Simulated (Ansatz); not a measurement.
# Convergence notes, G0W0 on CdS (zincblende)

CdS in the zincblende structure, relaxed with r2SCAN; one-shot G0W0 in Ansatz without spin-orbit coupling. Spin-unpolarised throughout; all numbers are computed.

Space group F-43m (No. 216). a = 5.878 Å, b = 5.878 Å, c = 5.878 Å, α = 90.00°, β = 90.00°, γ = 90.00°
```tsv
atom	site	symmetry	x	y	z
Cd	4a	-43m	0.0000	0.0000	0.0000
S	4d	-43m	0.2500	0.2500	0.7500
```

Gaps are read over the mesh points alone. G0W0 values are finite-basis, finite-mesh values.
```tsv
start	potentials	frequency model	mesh	empty bands	screening cutoff (eV)	Kohn-Sham gap (eV)	G0W0 gap (eV)	rough cost
PBE	PAW	contour deformation	4×4×4	82	80	1.08	1.69	9 core-seconds
PBE	PAW	contour deformation	4×4×4	191	140	1.08	1.75	30 core-seconds
PBE	PAW	contour deformation	4×4×4	350	210	1.08	1.78	2.5 core-minutes
HSE06	PAW	contour deformation	4×4×4	191	140	2.12	2.42	70 core-seconds
LDA	PAW	contour deformation	4×4×4	191	140	0.80	1.59	40 core-seconds
r2SCAN	PAW	contour deformation	4×4×4	191	140	1.53	2.09	40 core-seconds
PBE	PAW	Godby-Needs pole	4×4×4	191	140	1.08	1.82	28 core-seconds
PBE	PAW	contour deformation	6×6×6	82	80	1.09	1.79	40 core-seconds
PBE	norm-conserving	contour deformation	4×4×4	191	140	1.08	1.75	60 core-seconds
```

G0W0 moves the gap on the mesh from 1.08 eV (PBE) to 1.78 eV (direct at Γ). Renormalisation factors Z lie between 0.70 and 0.76.

Raising bands and cutoff together moves the gap by +0.06 eV (80 to 140 eV), then +0.03 eV (140 to 210 eV); the last step is small, which bounds nothing strictly. Starting from HSE06 (2.12 eV against PBE's 1.08 eV) gives 2.42 eV, +0.67 eV from G0W0@PBE at the same screening cutoff. Starting from LDA (0.80 eV against PBE's 1.08 eV) gives 1.59 eV, -0.16 eV from G0W0@PBE at the same screening cutoff. Starting from r2SCAN (1.53 eV against PBE's 1.08 eV) gives 2.09 eV, +0.34 eV from G0W0@PBE at the same screening cutoff. The Godby-Needs plasmon pole differs from contour deformation by +0.07 eV. A 6×6×6 mesh in place of 4×4×4 changes the opening over PBE by +0.09 eV (the gap on the mesh by +0.10 eV). Norm-conserving potentials (wave cutoff 1071 eV against 420 eV) shift the quasiparticle gap by 0.00 eV and the PBE gap by 0.00 eV. r2SCAN runs take a wave cutoff of 500 eV.

With a shallow d shell on the cation, G0W0 converges slowly in bands and cutoff, so these values are in doubt.
